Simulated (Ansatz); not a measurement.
Input of an Ansatz 0.2.0 run:

The input input.yaml:

```yaml
crystal:
  lattice:
    - [0.0, 2.82685, 2.82685]
    - [2.82685, 0.0, 2.82685]
    - [2.82685, 2.82685, 0.0]
  atoms:
    - { symbol: As, position: [0.75, 0.75, 0.75] }
    - { symbol: Ga, position: [0.0, 0.0, 0.0] }
kpoints:
  mp_grid: { grid: [8, 8, 8] }
scf:
  occupations: { method: gaussian, width: 0.015 }
hamiltonian:
  xc: pbe
  pseudopotentials: { kind: all_electron, lapw: { basis_error: 0.001 } }
output:
  forces: true
  stress: true
  eigenvalues: true
```

Potentials or basis: all-electron LAPW, scalar-relativistic.

Command:

```sh
$ ansatz run input.yaml --threads 1 --pin off --max-ram 3072MiB --backend cpu --events-out ev --progress --plain --runs-dir out
```

Question: Predict the band gap on the k mesh.

Answer: 0.52 eV, direct.

Question: What does it give for the pressure?

Answer: 3.3 GPa.

**What was measured.**

“Evidence of valence band perturbations in GaAsN/GaAs(001): A combined variable-angle spectroscopic ellipsometry and modulated photoreflectance investigation”, 2008, arxiv:0805.2212 reports, for a bulk crystal of GaAs at 300 K: band gap 1.418 ± 0.005 eV (direct).

Against the measured gap of GaAs, 1.418 eV (direct; 300 K; “Evidence of valence band perturbations in GaAsN/GaAs(001): A combined variable-angle spectroscopic ellipsometry and modulated photoreflectance investigation”, 2008, arxiv:0805.2212), the calculated 0.52 eV is off by -0.90 eV. 3 values of this kind are on record (1.412 to 1.51 eV); this one was drawn at random among those near their median, those with a stated uncertainty first. Spin-orbit coupling on As, Ga is left out. The value is that of PBE on a finite k mesh, which can miss the band edges, without temperature or zero-point motion. Semilocal functionals fall short of measured gaps as a rule.
